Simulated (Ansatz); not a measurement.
## KBr, response to strain

Consider KBr in the rock salt structure (space group Fm-3m, No. 225).

```
CELL_PARAMETERS angstrom
      0.00000     3.30411     3.30411
      3.30411     0.00000     3.30411
      3.30411     3.30411     0.00000
ATOMIC_POSITIONS crystal
  Br 0.00000 0.00000 0.00000
  K  0.50000 0.50000 0.50000
```

Cartesian axes are those of the cell as printed.

Strains are applied to the cell and any free atomic positions relax; under biaxial strain the out-of-plane vector relaxes too; under stress the whole cell relaxes.

Method: r2SCAN (Ansatz, a quantum-chemistry and plane-wave program; PAW; 500 eV plane waves; no SOC).

Notes on the quantities. energy relative to the base: free energy F.

```csv
change,energy relative to the base,band gap,shortest interatomic distance
base,0 meV/atom,5.07 eV,330.4 pm
"biaxial strain −0.92 %, plane normal [001], relaxed out of plane",+0.9 meV/atom,5.11 eV,327.4 pm
"biaxial strain +1.40 %, plane normal [001], relaxed out of plane",+1.7 meV/atom,4.99 eV,329.4 pm
"biaxial strain −1.34 %, plane normal [110], relaxed out of plane",[?],5.09 eV,326.0 pm
"biaxial strain −1.16 %, plane normal [110], relaxed out of plane",+0.9 meV/atom,5.08 eV,326.6 pm
isotropic strain −3.17 %,+19 meV/atom,5.36 eV,319.9 pm
uniaxial strain ε_yy = −2.07 %,+2.1 meV/atom,5.12 eV,323.6 pm
"uniaxial stress, 1 GPa tension along z",+4.0 meV/atom,4.98 eV,329.3 pm
"uniaxial stress, 3 GPa compression along x",+16 meV/atom,[?],312.5 pm
tensor shear ε_xy = +2.42 %,+1.4 meV/atom,5.00 eV,330.4 pm
```

Task: Some entries are withheld; estimate them.

Result: 
- biaxial strain −1.34 %, plane normal [110], relaxed out of plane, energy relative to the base: +1.3 meV/atom
- uniaxial stress, 3 GPa compression along x, band gap: 5.14 eV

Stability under load was not tested beyond the relaxation.
